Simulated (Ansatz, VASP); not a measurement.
**One calculation of Cr, two programs**

```xyz
2
Lattice="0.0000 2.5885 2.5885 2.5885 0.0000 2.5885 2.5885 2.5885 0.0000" Properties=species:S:1:pos:R:3 pbc="T T T"
Cr    0.6471    0.6471    0.6471
Cr    4.5299    4.5299    4.5299
```

Alike in both runs: task single point; functional BLYP; k mesh 12 × 12 × 12; occupations fermi-dirac, width 0.1 eV; no spin polarisation.

|  | VASP | Ansatz |
| --- | --- | --- |
| version | VASP 6.6.1 | Ansatz 0.2.0 |
| potentials or method | VASP PAW PBE potentials, release 64 (Cr_pv) | plane waves (420 eV) with PAW, scalar-relativistic |
| plane-wave cutoff (eV) | 520 | 420 |
| valence electrons in the cell | 24 | 28 |

|  | VASP | Ansatz | Ansatz less VASP |
| --- | --- | --- | --- |
| pressure (GPa) | 0.2 | 0.0 | -0.18 |

The two sets of potentials don't hold the same shells in valence.

Caveats: the PAW data sets were made with another functional, which shifts forces and pressure a little (VASP); the run has no spin polarisation, though such a crystal can be magnetic. Spin polarisation is off, so any magnetic state and its effect on volume and gap are missing.
